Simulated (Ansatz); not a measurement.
The system is AlAu2.

```xyz
3
Lattice="-1.6715 1.6715 4.3991 1.6715 -1.6715 4.3991 1.6715 1.6715 -4.3991" Properties=species:S:1:pos:R:3 pbc="T T T"
Au    0.0000    0.0000    3.0242
Au    0.0000    0.0000    5.7740
Al    0.0000    0.0000    0.0000
```

The cell comes from a database or a generator and needn't be the stable form of this composition.

Base run:

| Item | Value |
| --- | --- |
| Program | Ansatz 0.2.0 |
| Functional | PBEsol |
| Potentials or basis | Ansatz PAW |
| Cutoff | 420 eV |
| Density cutoff | 1680 eV |
| k mesh | 11 × 11 × 11 |
| Occupations | fermi-dirac, width 0.05 eV |
| Spin | spin-orbit coupling, no magnetisation |

Its results: band gap on the k mesh none (metal or under the smearing width); pressure -3.4 GPa; largest force 0.042 eV/Å.

The run is repeated on the same cell with these changes: spin from spin-orbit coupling, no magnetisation to no spin polarisation; potential files from those of the base run to others of the same set. What comes out?

Band gap on the k mesh none (metal or under the smearing width); pressure -2.3 GPa; largest force 0.055 eV/Å.

Caveats: the PAW data sets come from PBE, with cores solved anew for the run's functional, which leaves a small shift of forces and pressure.

Not every run made on this cell is shown here.
